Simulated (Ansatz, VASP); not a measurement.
**Two plane-wave programs on InAs**

```
CELL_PARAMETERS angstrom
0.00000 2.63272 2.63272
2.63272 0.00000 2.63272
2.63272 2.63272 0.00000
ATOMIC_POSITIONS crystal
In 0.00000 0.00000 0.00000
As 0.25000 0.25000 0.25000
```

Change from the starting cell: volume scaled by 0.64, PAW files.

Alike in both runs: task single point; functional r2SCAN; k mesh 11 × 11 × 11; occupations fermi-dirac, width 0.1 eV; no spin polarisation.

|  | VASP | Ansatz |
| --- | --- | --- |
| version | VASP 6.6.1 | Ansatz 0.2.0 |
| potentials or method | VASP PAW PBE potentials, release 64 (In_d, As) | PAW with Ansatz's default frozen-core files, scalar-relativistic |
| plane-wave cutoff (eV) | 520 | 500 |
| valence electrons in the cell | 18 | 28 |

VASP gave:

```
pressure (GPa) : 71.1
```

Question: Which values does Ansatz return?

Answer: Pressure (GPa): 70.7.

The two sets of potentials don't hold the same shells in valence.

Caveats: the cell as given lies far from equilibrium; so large a pressure means that the cell lies far from this level's equilibrium, or that cutoff or potentials fall short (VASP); the potentials were made for another functional, which shifts forces and pressure (VASP). A k mesh can miss the band edges.
